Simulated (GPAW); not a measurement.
Crystal: HfC.

```
Hf C
1.0
     0.00000    2.32500    2.32500
     2.32500    0.00000    2.32500
     2.32500    2.32500    0.00000
Hf C
1 1
Direct
  0.50000 0.50000 0.50000
  0.00000 0.00000 0.00000
```

| Property | Result |
| --- | --- |
| Program | GPAW 26.7.0 |
| Task | relaxation of cell and atoms |
| Functional | PBEsol |
| Dispersion | D4 |
| Potentials or basis | PAW data sets generated in the run's folder for this functional |
| Cutoff | 800 eV |
| Basis | pw |
| k mesh | 10 × 10 × 10 |
| Occupations | fermi-dirac, width 0.05 eV |
| Spin | no spin polarisation |

At the start: pressure -7.3 GPa; volume 12.57 Å³/atom.

Question: How do energy, volume and symmetry change on relaxing?

Answer: Over 3 steps the energy falls by 8.1 meV/atom and the volume is 12.19 Å³/atom (-3.0 %); space group Fm-3m (No. 225, to 0.05 Å).

Step by step:
```tsv
step	energy change (eV)	largest force (eV/Å)	pressure (GPa)	volume (Å³)
1	0.0000	0.0000	-7.25	25.14
2	-0.0107	0.0000	-4.40	24.83
3	-0.0163	0.0000	0.14	24.38
```

Final structure:
```xyz
2
Lattice="0.0000 2.3015 2.3015 2.3015 0.0000 2.3015 2.3015 2.3015 0.0000" Properties=species:S:1:pos:R:3 pbc="T T T"
Hf    2.3015    2.3015    2.3015
C     0.0000    0.0000    0.0000
```

Caveat: later steps reuse the first step's grids; pairwise dispersion overbinds metals, which lowers pressure and volume.
